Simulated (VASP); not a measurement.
Here is a VASP 6.6.1 calculation.

Contents of INCAR:

```
SYSTEM = In
PREC     = Accurate       ! precision mode
ENCUT    = 520            ! plane-wave cutoff, eV
EDIFF    = 1E-6           ! SCF threshold, eV
ISMEAR   = -1             ! smearing method
SIGMA    = 0.05           ! smearing width, eV
LREAL    = .FALSE.        ! projectors in reciprocal space
LASPH    = .TRUE.         ! aspherical terms in the spheres
NELM     = 80             ! most SCF steps
ALGO     = Fast           ! electronic algorithm
ISIF     = 2              ! what is computed and relaxed
LWAVE    = .FALSE.        ! write WAVECAR
LCHARG   = .FALSE.        ! write CHGCAR
GGA      = PE             ! functional
NBANDS   = 82             ! bands
```

KPOINTS

```
Automatic mesh
0
G
  3 3 2
  0 0 0
```

Contents of POSCAR:

```
In
1.0
   -3.2456294400      3.2456294400      4.9312975400
    3.2456294400     -3.2456294400      4.9312975400
    4.8684441600      4.8684441600     -7.3969463100
In
11
Direct
   -0.0096396872      0.0449626645      0.0105442310
   -0.0355820092      0.0201832910      0.3310465206
   -0.0137831934      0.0210713709      0.6702601268
    0.0260013896      0.5272533131      0.3660323383
    0.0016206136      0.5028942587      0.6824793283
    0.4689243925     -0.0297110894     -0.0289564788
    0.1144307350     -0.3842292414      0.0794710769
    0.4972546456     -0.0013534149      0.6424477507
    0.5436331543      0.4917057846      0.0106052362
    0.5188972589      0.4657993920      0.3311004393
    0.5198649296      0.4876554608      0.6703730992
```

Potentials or basis: VASP PAW PBE potentials, release 64 (In_d).

Run with:

```bash
$ cat potpaw_PBE.64/In_d/POTCAR > POTCAR
$ mpirun -np 1 vasp_std > vasp.out
```

(1) What does it give for the band gap on the k mesh?

(2) Predict the largest force.

(3) What does it give for the pressure?

Results:

(1) none (metal or under the smearing width).

(2) 0.132 eV/Å.

(3) -0.1 GPa.

Caveat: the k mesh is coarse (spacing up to 0.46 Å⁻¹), so the values aren't converged.
